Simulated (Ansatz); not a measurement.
**Ge under changes of volume**

One of the cells (19.416 Å³/atom); the others are scaled copies at fixed shape and fractional positions:

```
Ge
1.0
     0.00000    2.88574    5.11566
     2.63050    0.00000    5.11566
     2.63050    2.88574    0.00000
Ge
4
Direct
  0.72649 0.27351 0.72649
  0.27351 0.72649 0.27351
  0.21813 0.21813 0.78187
  0.78187 0.78187 0.21813
```

This isn't the form of Ge at room conditions, which is diamond.

* Program: Ansatz 0.2.0
* Functional: LDA
* Potentials or basis: Ansatz PAW
* Cutoff: 420 eV (not typed: the program's choice for these potentials)
* k mesh: 7 × 7 × 7
* Occupations: fermi-dirac, width 0.05 eV
* Spin: no spin polarisation

```tsv
volume (Å³/atom)	energy over the lowest point (meV/atom)	pressure (GPa)	largest force (eV/Å)
18.251	0.00	-1.0	0.063
18.640	4.45	-2.6	0.046
19.028	12.39	-3.9	0.038
19.416	23.41	-5.1	0.042
19.805	37.20	-6.2	0.045
20.193	?	?	?
20.581	72.00	-8.1	0.047
```

Problem. What does the run at 20.193 Å³/atom give?

Solution. Energy over the lowest point 53.48 meV/atom; pressure -7.2 GPa; largest force 0.046 eV/Å.

Worked out: A Birch-Murnaghan fit of order 3 (a polynomial in V^(-2/3)) to the other rows has its minimum at 18.00 Å³/atom, just outside them, with B0 = V·E''(V) = 79 GPa and B' = 4.1 at fixed shape and positions, which overstates the stiffness. It gives 53.49 meV/atom at 20.193 Å³/atom, against the run's 53.48, and -dE/dV = -7.2 GPa, against -7.2.

Energies are extrapolated to zero smearing.

Caveats: the PAW data sets come from PBE, with cores solved anew for the run's functional, which leaves a small shift of forces and pressure.
